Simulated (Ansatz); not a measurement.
**SrTiO3: stress in a strained cell**

SrTiO3 is deformed so: zz strain of -2 %. What stress and forces result, by LAPW, PAW and all-electron datasets made for the crystal?

Program: Ansatz 0.2.0. Level of theory: DFT PBE, scalar-relativistic. These are calculated values, not measurements.

## 1. Starting point

The structure is cubic, space group Pm-3m (No. 221). The conventional cell has a = 3.905 Å, b = 3.905 Å, c = 3.905 Å, α = 90.00°, β = 90.00°, γ = 90.00°. Around Sr (site symmetry m-3m) lie 12 O at 2.76 Å. Ti (site symmetry m-3m) has 6 O at 1.95 Å as nearest neighbours. Around O (site symmetry 4/mmm) lie 2 Ti at 1.95 Å and 4 Sr at 2.76 Å.

Coordinates:

```cif
data_structure
_symmetry_space_group_name_H-M 'Pm-3m'
_symmetry_Int_Tables_number 221
_cell_length_a 3.9050
_cell_length_b 3.9050
_cell_length_c 3.9050
_cell_angle_alpha 90.000
_cell_angle_beta 90.000
_cell_angle_gamma 90.000
_cell_volume 59.55
loop_
_atom_site_label
_atom_site_type_symbol
_atom_site_symmetry_multiplicity
_atom_site_Wyckoff_symbol
_atom_site_fract_x
_atom_site_fract_y
_atom_site_fract_z
_atom_site_occupancy
Sr1 Sr 1 a 0.00000 0.00000 0.00000 1
Ti1 Ti 1 b 0.50000 0.50000 0.50000 1
O1 O 3 c 0.00000 0.50000 0.50000 1
```

The file gives the conventional cell by its symmetry; the runs use the cell typed in the input.

Atoms are numbered in the order of the input: Sr1, Ti2, O3, O4, O5.

## 2. After the deformation

Space group Pm-3m before, P4/mmm after.

## 3. All-electron LAPW

File input.yaml:

```yaml
crystal:
  lattice:
    - [3.905, 0.0, 0.0]
    - [0.0, 3.905, 0.0]
    - [0.0, 0.0, 3.8269]
  atoms:
    - { symbol: Sr, position: [0.0, 0.0, 0.0] }
    - { symbol: Ti, position: [0.5, 0.5, 0.5] }
    - { symbol: O, position: [0.0, 0.5, 0.5] }
    - { symbol: O, position: [0.5, 0.0, 0.5] }
    - { symbol: O, position: [0.5, 0.5, 0.0] }
kpoints:
  mp_grid: { grid: [7, 7, 7] }
  band_path:
    path:
      - [0.0, 0.0, 0.0]
      - [0.0, 0.5, 0.0]
      - [0.5, 0.5, 0.0]
      - [0.0, 0.0, 0.0]
      - [0.0, 0.0, 0.5]
      - [0.0, 0.5, 0.5]
      - [0.5, 0.5, 0.5]
      - [0.0, 0.0, 0.5]
      - [0.0, 0.5, 0.0]
    npoints: 5
scf:
  occupations: { method: fermi_dirac, width: 0.05 }
hamiltonian:
  xc: pbe
  pseudopotentials: { kind: all_electron, lapw: { basis_error: 0.001 } }
output:
  forces: true
  stress: true
  eigenvalues: true
```

Command:

```console
> ansatz run input.yaml --threads 2 --pin off --max-ram 6144MiB --backend cpu --events-out ev --progress --plain --runs-dir out
```

## 4. PAW on the default files

File input.yaml:

```yaml
crystal:
  lattice:
    - [3.905, 0.0, 0.0]
    - [0.0, 3.905, 0.0]
    - [0.0, 0.0, 3.8269]
  atoms:
    - { symbol: Sr, position: [0.0, 0.0, 0.0] }
    - { symbol: Ti, position: [0.5, 0.5, 0.5] }
    - { symbol: O, position: [0.0, 0.5, 0.5] }
    - { symbol: O, position: [0.5, 0.0, 0.5] }
    - { symbol: O, position: [0.5, 0.5, 0.0] }
kpoints:
  mp_grid: { grid: [7, 7, 7] }
scf:
  occupations: { method: fermi_dirac, width: 0.05 }
hamiltonian:
  xc: pbe
  pseudopotentials: { kind: paw }
output:
  forces: true
  stress: true
  eigenvalues: true
  efg: { contact_densities: true }
```

## 5. Datasets made for this crystal

Edit input.yaml of step 4 so:

```diff
@@ -17,3 +17,3 @@
   xc: pbe
-  pseudopotentials: { kind: paw }
+  pseudopotentials: { kind: all_electron, datasets: crystal }
 output:
```

(Steps that only read results are left out.)

Q: Predict the outcome of this session. Wanted: pressure; largest shear or deviatoric stress.

The runs gave:

```
                                 quantity                                           value
                                 pressure  LAPW 8.41, PAW 8.44, crystal datasets 8.41 GPa
largest shear or deviatoric stress (LAPW)                                        3.64 GPa
```

In words: The largest part of the stress beyond the pressure is 3.64 GPa in size, in the zz component; the atoms are carried along and not relaxed. No run of the undeformed cell stands beside it, so the pressure holds what the given cell had before the change. PAW: stress within 0.04 GPa of LAPW. Crystal datasets: stress within 0.01 GPa of LAPW.
